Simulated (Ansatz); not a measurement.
**Ru: the order of phases at one pressure**

Which of bcc, hcp, diamond, beta tin, simple hexagonal has the lowest enthalpy for Ru at one common pressure? The runs shown use LAPW. Companion runs by PAW are cited.

Program: Ansatz 0.2.0. Level of theory: DFT, PBE, all-electron LAPW, scalar-relativistic. These are calculated values, not measurements.

### Step 1. The structure to begin with

Symmetry: Im-3m, No. 229, cubic system. Conventional cell: a = 2.852 Å, b = 2.852 Å, c = 2.852 Å, α = 90.00°, β = 90.00°, γ = 90.00°. Ru (site symmetry m-3m) is surrounded by 8 Ru at 2.47 Å.

Coordinates:

```
CELL_PARAMETERS angstrom
-1.42621 1.42621 1.42621
1.42621 -1.42621 1.42621
1.42621 1.42621 -1.42621
ATOMIC_POSITIONS crystal
Ru 0.00000 0.00000 0.00000
```

### Step 2. Bcc relaxed under pressure, LAPW

File input.yaml:

```yaml
crystal:
  lattice:
    - [-1.4262069845, 1.4262069845, 1.4262069845]
    - [1.4262069845, -1.4262069845, 1.4262069845]
    - [1.4262069845, 1.4262069845, -1.4262069845]
  atoms:
    - { symbol: Ru, position: [0.0, 0.0, 0.0] }
kpoints:
  mp_grid: { grid: [19, 19, 19] }
scf:
  occupations: { method: fermi_dirac, width: 0.08 }
hamiltonian:
  xc: pbe
  pseudopotentials: { kind: all_electron, lapw: { basis_error: 0.0005 } }
output:
  forces: true
  stress: true
  eigenvalues: true
relax:
  f_tol: 0.005
  max_steps: 12
  cell: { p_target: 93.0, stress_tol: 0.046 }
```

Command:

```bash
$ ansatz run input.yaml --threads 1 --pin off --max-ram 3584MiB --backend cpu --events-out ev --progress --plain --runs-dir out
```

Further steps of the session: Hcp relaxed under pressure, LAPW; Diamond relaxed under pressure, LAPW; Beta tin relaxed under pressure, LAPW; Simple hexagonal relaxed under pressure, LAPW.

Before running it: what results should come out? Wanted: pressure; lowest (for each run or level that gives them).

The runs gave:

| quantity | value |
| --- | --- |
| pressure | 93 GPa |
| lowest (LAPW) | hcp, 791.5 meV/atom under bcc |
| lowest (PAW) | hcp, 791.8 meV/atom under bcc |

**Reading.** By LAPW the order is hcp < bcc < simple hexagonal < beta tin < diamond. By PAW the order is hcp < bcc < simple hexagonal < beta tin < diamond. The methods agree on the lowest phase. Only these structures were tried, with electrons smeared by 0.08 eV and without vibrations, so the true ground state may be another. The k meshes differ between phases and weren't tested, which can move differences by some meV.
